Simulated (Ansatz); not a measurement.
MgH2 built on the fluorite prototype, relaxed with r2SCAN: 4 runs in the PAW code Ansatz, each a construction of maximally localised Wannier functions. It is cubic, Fm-3m (No. 225); conventional cell a = 4.730 Å, 8.82 Å³ an atom. Mg has 8 H at 2.05 Å; H has 4 Mg at 2.05 Å. All values are calculated for a non-magnetic cell, which may be hypothetical.

```xyz
3
Lattice="0.0000 2.3650 2.3650 2.3650 0.0000 2.3650 2.3650 2.3650 0.0000" Properties=species:S:1:pos:R:3 pbc="T T T"
Mg    0.0000    0.0000    0.0000
H     1.1825    1.1825    1.1825
H     3.5474    3.5474    3.5474
```

Windows count from the Fermi level (the cell has no gap); a dash means that no such window was set (without an outer window there is no disentanglement).

| functional | SCF mesh | trial orbitals | functions | mesh | window (eV) | frozen (eV) | Ω total (Å²) | Ω invariant (Å²) | largest spread (Å²) | least projectability |
| --- | --- | --- | --- | --- | --- | --- | --- | --- | --- | --- |
| PBE | 8×8×8 | H s | 2 | 6×6×6 | – | – | 2.57 | 2.55 | 1.28 | 0.92 |
| PBE | 8×8×8 | H s | 2 | 4×4×4 | – | – | 2.40 | 2.37 | 1.20 | 0.93 |
| PBE | 8×8×8 | H s | 2 | 8×8×8 | – | – | 2.63 | 2.62 | 1.32 | 0.93 |
| r2SCAN | 8×8×8 | H s | 2 | 6×6×6 | – | – | 2.47 | 2.45 | 1.23 | 0.93 |

For H s with PBE the spread goes 2.40 Å² (4×4×4), 2.57 Å² (6×6×6), 2.63 Å² (8×8×8).
